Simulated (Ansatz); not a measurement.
# Mg (P-1) in Ansatz: convergence with wavefunction cutoff

Aim: find how far wavefunction cutoff must go before the results for Mg settle, at r2SCAN. This setting moves, with any that are tied to it; all else stays.

Program: Ansatz 0.2.0. These are calculated values, not measurements. Logs are shortened: lines on timing, memory, paths and dates and some standing lists are left out, and cuts for length are marked.

## (1) The cell of the first run

The typed cell holds 1 atom: a = 3.044 Å, b = 3.075 Å, c = 3.104 Å, α = 109.86°, β = 109.08°, γ = 109.75°.

This isn't the form of Mg at room conditions, which is hcp.

The cell isn't the ideal one: cell strained at random at fixed volume.

## (2) With wavefunction cutoff 200 eV

input.yaml reads:

```yaml
crystal:
  lattice:
    - [-1.768114, 1.757731, 1.747199]
    - [1.762476, -1.789623, 1.773453]
    - [1.787386, 1.808895, -1.77909]
  atoms:
    - { symbol: Mg, position: [-0.014206, -0.010723, -0.021146] }
hamiltonian:
  xc: r2scan
  pseudopotentials: { kind: paw }
kpoints:
  mp_grid: { grid: [8, 8, 8] }
scf:
  occupations: { method: gaussian, width: 0.1 }
output:
  forces: true
  stress: true
  eigenvalues: true
basis:
  ecutwfc: "200 eV"
```

Potentials or basis: Ansatz PAW.

Launch:

```sh
> ansatz run input.yaml --threads 2 --pin off --max-ram 5632MiB --backend cpu --events-out ev --progress --plain --runs-dir out
```

Run time: 3.3 s. Hardware: 2 threads of Intel Xeon at 2.50GHz (Skylake/Cascade Lake), shared host; peak memory 0.29 GiB.

Results:

- Free energy: -1924.4925 eV
- Pressure: 0.8 GPa
- Band gap on the k mesh: none (metal or under the smearing width)

## (3) With wavefunction cutoff 250 eV

input.yaml: that of step 2 with these lines changed.

```diff
@@ -19,2 +19,2 @@
 basis:
-  ecutwfc: "200 eV"
+  ecutwfc: "250 eV"
```

Potentials or basis: Ansatz PAW.

Launch:

```sh
> ansatz run input.yaml --threads 2 --pin off --max-ram 5632MiB --backend cpu --events-out ev --progress --plain --runs-dir out
```

It took 3.6 s on 2 threads of Intel Xeon at 2.50GHz (Skylake/Cascade Lake), shared host; peak memory 0.3 GiB.

Results:

```
Free energy            : -1926.1581 eV
Pressure               : 0.1 GPa
Band gap on the k mesh : none (metal or under the smearing width)
```

## (4) With wavefunction cutoff 300 eV

input.yaml: that of step 3 with these lines changed.

```diff
@@ -19,2 +19,2 @@
 basis:
-  ecutwfc: "250 eV"
+  ecutwfc: "300 eV"
```

Launch:

```sh
> ansatz run input.yaml --threads 2 --pin off --max-ram 5632MiB --backend cpu --events-out ev --progress --plain --runs-dir out
```

It took 4.7 s on 2 threads of Intel Xeon at 2.50GHz (Skylake/Cascade Lake), shared host; peak memory 0.32 GiB.

Results:

```yaml
Free_energy: -1926.3511 eV
Pressure: 0.2 GPa
Band_gap_on_the_k_mesh: none (metal or under the smearing width)
```

## (5) With wavefunction cutoff 350 eV

input.yaml: that of step 4 with these lines changed.

```diff
@@ -19,2 +19,2 @@
 basis:
-  ecutwfc: "300 eV"
+  ecutwfc: "350 eV"
```

Launch:

```sh
> ansatz run input.yaml --threads 2 --pin off --max-ram 5632MiB --backend cpu --events-out ev --progress --plain --runs-dir out
```

Wall time 5.3 s (2 threads of Intel Xeon at 2.50GHz (Skylake/Cascade Lake), shared host); peak memory 0.34 GiB.

What came out:

| Item | Value |
| --- | --- |
| Free energy | -1926.3719 eV |
| Pressure | 0.2 GPa |
| Band gap on the k mesh | none (metal or under the smearing width) |

## (6) With wavefunction cutoff 400 eV

input.yaml: that of step 5 with these lines changed.

```diff
@@ -19,2 +19,2 @@
 basis:
-  ecutwfc: "350 eV"
+  ecutwfc: "400 eV"
```

Potentials or basis: Ansatz PAW.

Launch:

```sh
> ansatz run input.yaml --threads 2 --pin off --max-ram 5632MiB --backend cpu --events-out ev --progress --plain --runs-dir out
```

Run time: 5.9 s. Hardware: 2 threads of Intel Xeon at 2.50GHz (Skylake/Cascade Lake), shared host; peak memory 0.37 GiB.

It converged, with:

| Quantity | Value |
| --- | --- |
| Free energy | -1926.3743 eV |
| Pressure | 0.3 GPa |
| Band gap on the k mesh | none (metal or under the smearing width) |

## (7) With wavefunction cutoff 450 eV

input.yaml: that of step 6 with these lines changed.

```diff
@@ -19,2 +19,2 @@
 basis:
-  ecutwfc: "400 eV"
+  ecutwfc: "450 eV"
```

Launch:

```sh
> ansatz run input.yaml --threads 2 --pin off --max-ram 5632MiB --backend cpu --events-out ev --progress --plain --runs-dir out
```

Run time: 6.6 s. Hardware: 2 threads of Intel Xeon at 2.50GHz (Skylake/Cascade Lake), shared host; peak memory 0.39 GiB.

Results (log left out):

```
Free energy            : -1926.3748 eV
Pressure               : 0.3 GPa
Band gap on the k mesh : none (metal or under the smearing width)
```

## (8) With wavefunction cutoff 500 eV

input.yaml: that of step 7 with these lines changed.

```diff
@@ -19,2 +19,2 @@
 basis:
-  ecutwfc: "450 eV"
+  ecutwfc: "500 eV"
```

Launch:

```sh
> ansatz run input.yaml --threads 2 --pin off --max-ram 5632MiB --backend cpu --events-out ev --progress --plain --runs-dir out
```

Run time: 7 s. Hardware: 2 threads of Intel Xeon at 2.50GHz (Skylake/Cascade Lake), shared host; peak memory 0.4 GiB.

It converged, with:

- Free energy: -1926.3754 eV
- Pressure: 0.3 GPa
- Band gap on the k mesh: none (metal or under the smearing width)

## (9) With wavefunction cutoff 600 eV

input.yaml: that of step 8 with these lines changed.

```diff
@@ -19,2 +19,2 @@
 basis:
-  ecutwfc: "500 eV"
+  ecutwfc: "600 eV"
```

Potentials or basis: Ansatz PAW.

Launch:

```sh
> ansatz run input.yaml --threads 2 --pin off --max-ram 5632MiB --backend cpu --events-out ev --progress --plain --runs-dir out
```

Wall time 8.9 s (2 threads of Intel Xeon at 2.50GHz (Skylake/Cascade Lake), shared host); peak memory 0.44 GiB.

The run converged. Its results:

| Property | Result |
| --- | --- |
| Free energy | -1926.3765 eV |
| Pressure | 0.2 GPa |
| Band gap on the k mesh | none (metal or under the smearing width) |

## (10) With wavefunction cutoff 800 eV

input.yaml: that of step 9 with these lines changed.

```diff
@@ -19,2 +19,2 @@
 basis:
-  ecutwfc: "600 eV"
+  ecutwfc: "800 eV"
```

Potentials or basis: Ansatz PAW.

Launch:

```sh
> ansatz run input.yaml --threads 2 --pin off --max-ram 5632MiB --backend cpu --events-out ev --progress --plain --runs-dir out
```

Log:

```text
Warning: RAYON_NUM_THREADS=2 ignored (pool sized by the plan → 2); use --threads N
Engine: ansatz 0.2.0, x86_64-unknown-linux-gnu
Pseudopotentials: kind: paw
Pseudopotential: Mg, paw, valence charge 10, recommended cutoff 500 eV (meta_gga), Mg.paw.azcp
Functional definition: r2SCAN
  parameter k0 = 0.174
  parameter k1 = 0.065
  parameter a1 = 4.9479
  exchange = r2scan_x(k0 = k0, k1 = k1, a1 = a1)
  correlation = r2scan_c
Crystal: 1 atoms, lattice volume = 22.285 Å³
Basis set: ecut = 800 eV, 1147 PW (Γ), exchange–correlation on 120×120×120 points (64 copies of the dense FFT grid, shifted against one another)
Bands: 9, of which v1, the nominal top of the filled ones, is band 5 counted from 1 (4 counted from 0)
Symmetry: 2 space group operations
Space group: P-1 (ITA 2), of the structure as read, at distance tolerance 2.8e-5 Å
k-points: 260 of 512
Non-local potential: Mg, projectors of the file, l = 0: 3, l = 1: 2, l = 2: 1
PAW form: soft (Blöchl's): semilocal exchange-correlation on the pseudo side does not see the compensation charge
PAW frozen core: Mg, regenerated for the run's functional (the file was generated under x = pbe(κ = 0.804, μ = 0.2195149727645171), c = pbe(β = 0.06672455060314922))
PAW one-centre angular grid: Mg, 302 points (default); XC on 224 Gauss nodes
Initial density: superposition of atomic densities (neutral atoms: chi_scale 0, normalization atom), corrected by the library's trained network
Initial wavefunctions: pseudopotential atomic-orbital guess
Functional: x = r2scan, c = r2scan; τ floored in thin density (d = 2e-4 eV/Å³)
SCF iter   1: F=—  HF=-1926.372343 eV  |F-HF|=—  |Δ(HF+E_count)|=         —  Δρ=7.55e-3  dr2=4.04e-3  dr2_τ=3.96e-4  ethr=1.77e-3  ⟨swp⟩=5.8  Hψ=17052  notcnv=0
preconditioner: auto → none  [metal: Δε(μ)=0.018 eV  Ē_g=10.950 eV  σ=0.100 eV  W_gap=0.10  n_scr=0 (ndim 8)  ℏωp=11.1 eV  f_vac=0.000  D(μ)=0.34/eV (n_scr^D=0)]
SCF iter   2: F=—  HF=-1926.376678 eV  |F-HF|=—  |Δ(HF+E_count)|=   4.34e-3  Δρ=2.43e-3  dr2=6.49e-4  dr2_τ=2.53e-5  ethr=4.04e-5  ⟨swp⟩=2.0  Hψ=6749  notcnv=0  defer=11
SCF iter   3: F=—  HF=-1926.376981 eV  |F-HF|=—  |Δ(HF+E_count)|=   3.03e-4  Δρ=4.65e-4  dr2=4.15e-5  dr2_τ=8.52e-7  ethr=6.49e-6  ⟨swp⟩=2.0  Hψ=3634  notcnv=0  defer=11
SCF iter   4: F=—  HF=-1926.376996 eV  |F-HF|=—  |Δ(HF+E_count)|=   1.55e-5  Δρ=2.16e-5  dr2=6.30e-8  dr2_τ=8.13e-9  ethr=4.15e-7  ⟨swp⟩=1.7  Hψ=3236  notcnv=0  defer=11
iter 5 did not close the SCF: its close was put off for the readings that it lacked (scf_convergence_deferred on its scf_iter line)
SCF iter   5: F=-1926.376996 eV  HF=-1926.376996 eV  |F-HF|=2.26e-9  |Δ(HF+E_count)|=   1.28e-7  Δρ=3.48e-6  dr2=1.30e-9  dr2_τ=2.31e-10  ethr=6.30e-10  ⟨swp⟩=2.0  Hψ=3504  notcnv=0  defer=11
SCF iter   6: F=-1926.376996 eV  HF=-1926.376996 eV  |F-HF|=3.64e-12  |Δ(HF+E_count)|=   2.76e-9  Δρ=1.33e-7  dr2=1.42e-12  dr2_τ=4.07e-13  ethr=1.30e-11  ⟨swp⟩=1.2  Hψ=7163  notcnv=0
SCF 1 converged in 6 iterations: F = -1926.376996 eV  dr2 = 1.42e-12
SCF converged after 6 iterations
Free energy (F): -1926.376996 eV
Harris-Foulkes:  -1926.376996 eV  (|F-HF|=3.64e-12)
Internal energy: -1926.375451 eV  (E = F + TS)
E sigma→0 (E₀):  -1926.376224 eV
Entropy (-TS):   -0.001546 eV (-1.546 meV/atom)
Fermi energy:    5.828941 eV
--- Per-component energies (eV) ---
  E_band       = -369.298672
  E_kinetic    = 74.447766
  E_local      = -1609.506317  (includes V_loc(G=0)·N_el)
  E_nonlocal   = 95.830094
  E_hartree    = 574.534956
  E_xc         = -26.475080
  E_vxc        = -38.409775  (∫ρ·V_xc dr)
  E_paw        = -296.205696  (= ΣΔE_a)
  E_vpaw       = -43.220725  (= ΣTr[D̂ρ^β])
  E_aug_tail   = -0.000000  (compensation charges beyond the density's cutoff)
  E_vtau       = 2.490358  (kinetic-family band-sum trace: ∫τ·v_τ [+ j·A + Jᵃ·Aᵃ] dr)
  E_ewald      = -738.974964
  E_core_change = -0.026208  (= ΣΔE_core)
  E_smearing   = -0.001546  (= −TS)
  E_closure    = -0.000000  (closes the sum)
  Σ components = -1926.376996   (vs F -1926.376996, Δ=0.00e0)
--- Forces (eV/Å), atoms counted from 1 ---
  atom   1  Mg     0.00000000     0.00000000     0.00000000
  max |Σ_I F_I| component: 0.00e0 eV/Å
--- Stress (GPa, compression-positive) ---
        0.351191      -0.516420       0.117651
       -0.516420       0.217577       0.784807
        0.117651       0.784807       0.171787
  P = ⅓ Tr σ = 0.2469 GPa (2.469 kbar)
--- Band table (eV; the first three rows and the last of 260) ---
  k-point 0: bands = ["-73.0784", "-38.1575", "-38.1558", "-38.1551", "-1.6012", "19.7820", "19.9377", "20.1651", "22.0761"]
  k-point 1: bands = ["-73.0779", "-38.1627", "-38.1576", "-38.1555", "-1.2080", "16.2926", "18.5287", "18.9648", "20.3472"]
  k-point 2: bands = ["-73.0766", "-38.1762", "-38.1621", "-38.1555", "-0.0394", "11.8129", "16.8031", "17.5906", "18.6483"]
  k-point 259: bands = ["-73.0716", "-38.1871", "-38.1852", "-38.1833", "9.9928", "10.0154", "10.1317", "10.1396", "10.3489"]
```

It took 12 s on 2 threads of Intel Xeon at 2.50GHz (Skylake/Cascade Lake), shared host; peak memory 0.53 GiB.

Results:

* Free energy: -1926.3770 eV
* Pressure: 0.2 GPa
* Band gap on the k mesh: none (metal or under the smearing width)

## (11) Summary

| wavefunction cutoff | energy less the tightest run, at zero smearing (meV/atom) | pressure (GPa) | SCF cycles | CPU time (s) | peak memory (GiB) |
| --- | --- | --- | --- | --- | --- |
| 200 eV | 1884.42 | 0.81 | 6 | 5.5 | 0.29 |
| 250 eV | 218.90 | 0.07 | 6 | 6.3 | 0.3 |
| 300 eV | 25.94 | 0.19 | 6 | 8 | 0.32 |
| 350 eV | 5.11 | 0.24 | 6 | 9.3 | 0.34 |
| 400 eV | 2.72 | 0.25 | 6 | 11 | 0.37 |
| 450 eV | 2.18 | 0.26 | 6 | 12 | 0.39 |
| 500 eV | 1.60 | 0.25 | 6 | 13 | 0.4 |
| 600 eV | 0.54 | 0.25 | 6 | 17 | 0.44 |
| 800 eV | 0.00 | 0.25 | 6 | 23 | 0.53 |

Against the tightest run, the energy stays within 1 meV/atom from 600 eV on; the pressure stays within 0.1 GPa from 300 eV on. The tightest run that finished is the yardstick and may itself not be fully converged.

Caveats: the PAW data sets come from PBE, with cores solved anew for the run's functional, which leaves a small shift of forces and pressure.
